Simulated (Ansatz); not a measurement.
Mn:

```
CELL_PARAMETERS angstrom
2.48365 0.00000 0.00000
-1.24182 2.15090 0.00000
0.00000 0.00000 4.02620
ATOMIC_POSITIONS crystal
Mn 0.33333 0.66667 0.25000
Mn 0.66667 0.33333 0.75000
```

This isn't the form of Mn at room conditions, which is a 58-atom cubic cell.

Below is the output of Ansatz 0.2.0 for this cell. Logs are shortened: lines on timing, memory, paths and dates and some standing lists are left out, and cuts for length are marked.

```text
Warning: RAYON_NUM_THREADS=2 ignored (pool sized by the plan → 2); use --threads N
Engine: ansatz 0.2.0, x86_64-unknown-linux-gnu
Pseudopotentials: kind: paw
Pseudopotential: Mn, paw, valence charge 15, recommended cutoff 420 eV (normal), Mn.paw.azcp
Functional definition: PBE
  parameter kappa = 0.804
  parameter beta = 0.06672455060314922
  exchange = pbe_x(kappa = kappa, mu = beta*pi^2/3)
  correlation = pbe_c(beta = beta)
Crystal: 2 atoms, lattice volume = 21.508 Å³
Basis set: ecut = 420 eV, 391 PW (Γ), exchange–correlation on 36×36×54 points (8 copies of the dense FFT grid, shifted against one another)
Bands: 23, of which v1, the nominal top of the filled ones, is band 15 counted from 1 (14 counted from 0)
Symmetry: 24 space group operations
Space group: P63/mmc (ITA 194), of the structure as read, at distance tolerance 2.8e-5 Å
Magnetic group: BNS 194.263 (UNI 1493), of the structure as read, at distance tolerance 2.8e-5 Å
k-points: 76 of 1008
Non-local potential: Mn, projectors of the file, l = 0: 3, l = 1: 2, l = 2: 3, l = 3: 1
PAW form: soft (Blöchl's): semilocal exchange-correlation on the pseudo side does not see the compensation charge
PAW one-centre angular grid: Mn, 590 points (default); XC on 64 Gauss nodes
[... 35 lines left out ...]
SCF converged after 10 iterations
Magnetization: -0.0000 μB (15.0000 up, 15.0000 down)
Absolute magnetization: 0.0000 μB (∫|ρ↑−ρ↓|, with the PAW one-centre terms)
Spin contamination: 0.0000 ħ² per cell (⟨S²⟩ above its minimum at these occupations)
Per-site moments (μB) at R_I (Å): [(2.1155729035833603e-7, 1.0195283593829112), (2.1155729066470464e-7, 1.0195283593829112)]
Free energy (F): -7797.571875 eV
Harris-Foulkes:  -7797.571875 eV  (|F-HF|=3.33e-10)
Internal energy: -7797.571533 eV  (E = F + TS)
E sigma→0 (E₀):  -7797.571704 eV
Entropy (-TS):   -0.000342 eV (-0.171 meV/atom)
Fermi energy:    20.180803 eV
--- Per-component energies (eV) ---
  E_band       = -315.182533
  E_kinetic    = 617.061257
  E_local      = -3125.081435  (includes V_loc(G=0)·N_el)
  E_nonlocal   = 472.503332
  E_hartree    = 1301.220494
  E_xc         = -231.712759
  E_vxc        = -296.970533  (∫ρ·V_xc dr)
  E_paw        = -2592.265957  (= ΣΔE_a)
  E_vpaw       = -585.137618  (= ΣTr[D̂ρ^β])
  E_aug_tail   = -0.000017  (compensation charges beyond the density's cutoff)
  E_ewald      = -4239.296449
  E_smearing   = -0.000342  (= −TS)
  E_closure    = -0.000000  (closes the sum)
  Σ components = -7797.571875   (vs F -7797.571875, Δ=0.00e0)
--- Forces (eV/Å), atoms counted from 1 ---
  atom   1  Mn     0.00000000    -0.00000000     0.00000000
  atom   2  Mn    -0.00000000     0.00000000    -0.00000000
  max |Σ_I F_I| component: 2.31e-18 eV/Å
--- Stress (GPa, compression-positive) ---
       -1.271702      -0.000000       0.000000
        0.000000      -1.271702      -0.000000
        0.000000      -0.000000      -1.250396
  P = ⅓ Tr σ = -1.2646 GPa (-12.646 kbar)
--- Band table (eV; the first three rows and the last of 152) ---
  k-point 0 ↑: bands = ["-58.9892", "-58.8287", "-28.0545", "-27.3846", "-27.3846", "-27.2803", "-27.2803", "-27.2770", "11.9472", "15.7280", "19.1950", "19.2322", "19.2322", "19.7028", "19.7028", "20.2349", "20.2349", "20.8436", "21.7958", "21.7958", "29.3983", "40.8753", "44.1071"]
  k-point 1 ↑: bands = ["-58.9813", "-58.8367", "-28.0171", "-27.3794", "-27.3794", "-27.3167", "-27.2855", "-27.2855", "12.1653", "15.6907", "19.1118", "19.1654", "19.1654", "19.6216", "19.6216", "20.2693", "20.4085", "20.4085", "21.7859", "21.7859", "30.3382", "40.6545", "43.6129"]
  k-point 2 ↑: bands = ["-58.9592", "-58.8591", "-27.9117", "-27.4271", "-27.3650", "-27.3650", "-27.3000", "-27.3000", "12.7924", "15.4504", "18.8985", "19.0848", "19.0848", "19.2413", "19.4303", "19.4303", "20.7866", "20.7866", "21.7150", "21.7150", "32.5609", "39.9454", "42.3067"]
  k-point 75 ↓: bands = ["-58.7960", "-58.7960", "-27.8827", "-27.8827", "-27.7533", "-27.7005", "-27.4183", "-27.4183", "17.3149", "17.4044", "17.4044", "17.5101", "18.5773", "18.5773", "20.0891", "20.3906", "21.8494", "21.8494", "27.8971", "27.8971", "28.9839", "30.2370", "32.3292"]
```

Problem. Write the input and the command behind it.

Solution. Single point with PBE, collinear spin, ferromagnetic start. The files as run (others can give the same):

input.yaml
```yaml
crystal:
  lattice:
    - [2.4836457705, 0.0, 0.0]
    - [-1.2418228853, 2.1509003313, 0.0]
    - [0.0, 0.0, 4.026195]
  atoms:
    - { symbol: Mn, position: [0.3333333333, 0.6666666667, 0.25], spin: 4.0 }
    - { symbol: Mn, position: [0.6666666667, 0.3333333333, 0.75], spin: 4.0 }
hamiltonian:
  xc: pbe
  pseudopotentials: { kind: paw }
magnetization:
  spin_polarized: true
kpoints:
  mp_grid: { grid: [12, 12, 7] }
scf:
  occupations: { method: gaussian, width: 0.019 }
output:
  forces: true
  stress: true
  eigenvalues: true
```

Potentials or basis: Ansatz PAW.
Run with:
```sh
$ ansatz run input.yaml --threads 2 --pin off --max-ram 5632MiB --backend cpu --events-out ev --progress --plain --runs-dir out
```

Caveat: the starting moments collapsed, and a magnetic state may lie lower; the starting moments weren't kept.
